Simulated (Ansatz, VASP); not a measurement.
# One calculation of Ti, two programs

File INCAR:

```
SYSTEM = Ti
  ALGO = Normal
  EDIFF = 1E-6
  ENCUT = 520
  ISIF = 2
  ISMEAR = -1
  LASPH = .True.
  LCHARG = .True.
  LELF = .True.
  LREAL = .False.
  LVHAR = .True.
  LWAVE = .False.
  NBANDS = 25
  NELM = 100
  PREC = Accurate
  SIGMA = 0.05
```

KPOINTS

```
k-points
0
Gamma
  7 7 9
  0 0 0
```

File POSCAR:

```
Ti
1.0
    4.5673748306      0.0000000000      0.0000000000
   -2.2836874153      3.9554626319      0.0000000000
    0.0000000000      0.0000000000      2.8262442700
Ti
3
Direct
    0.6666666667      0.3333333333      0.5000000000
    0.3333333333      0.6666666667      0.5000000000
    0.0000000000      0.0000000000      0.0000000000
```

File input.yaml:

```yaml
crystal:
  lattice:
    - [4.5673748306, 0.0, 0.0]
    - [-2.2836874153, 3.9554626319, 0.0]
    - [0.0, 0.0, 2.82624427]
  atoms:
    - { symbol: Ti, position: [0.6666666667, 0.3333333333, 0.5] }
    - { symbol: Ti, position: [0.3333333333, 0.6666666667, 0.5] }
    - { symbol: Ti, position: [0.0, 0.0, 0.0] }
kpoints:
  mp_grid: { grid: [7, 7, 9] }
scf:
  occupations: { method: fermi_dirac, width: 0.05 }
hamiltonian:
  xc: lda
  pseudopotentials: { kind: all_electron, lapw: { basis_error: 0.002 } }
output:
  forces: true
  stress: true
  eigenvalues: true
```

Alike in both runs: task single point; functional LDA; k mesh 7 × 7 × 9; occupations fermi-dirac, width 0.05 eV; no spin polarisation.

```csv
,VASP,Ansatz
version,VASP 6.6.1,Ansatz 0.2.0
potentials or method,"VASP PAW LDA potentials, release 64 (Ti_sv)","all-electron LAPW, scalar-relativistic"
plane-wave cutoff (eV),520,see its input
```

```csv
,VASP,Ansatz,Ansatz less VASP
gap on the k mesh at the Fermi level (eV),none,none,-
pressure (GPa),-8.1,-8.0,+0.05
largest component of the traceless stress (GPa),0.31,0.31,+0.007
```

A gap of «none» marks a metal or a gap that the smearing closes. Ansatz ran all-electron here, so the differences hold the error of VASP's frozen core and of both bases.
